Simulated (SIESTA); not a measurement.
InPd:

```
In Pd
1.0
     3.27188    0.00000    0.00000
     0.00000    3.27188    0.00000
     0.00000    0.00000    3.27188
In Pd
1 1
Cartesian
  0.0000 0.0000 0.0000
  1.6359 1.6359 1.6359
```

The cell comes from a database or a generator and needn't be the stable form of this composition.

Base run:

```yaml
Program: SIESTA 5.4.2
Functional: PBE
Potentials_or_basis: PseudoDojo 0.4 standard (PBE files)
Basis: DZ (energy shift 0.003 Ry; two zetas on semicore shells)
Grid_cutoff: 800 Ry
Energy_shift: 0.003 Ry
k_mesh: 8 × 8 × 8
Occupations: fermi-dirac, width 0.05 eV
Spin: no spin polarisation
```

Its results: band gap on the k mesh none (metal or under the smearing width); pressure 2.6 GPa.

Q: The run is repeated on the same cell with these changes: basis from DZ (energy shift 0.003 Ry; two zetas on semicore shells) to DZP (energy shift 0.003 Ry; two zetas on semicore shells). What comes out?

A: Band gap on the k mesh none (metal or under the smearing width); pressure 4.1 GPa.

Caveats: the basis of atomic orbitals isn't converged, which shifts pressures, moduli and gaps; the basis has no polarisation orbitals (some runs); spin-orbit coupling is left out, which moves the levels of the heavy elements (some runs).
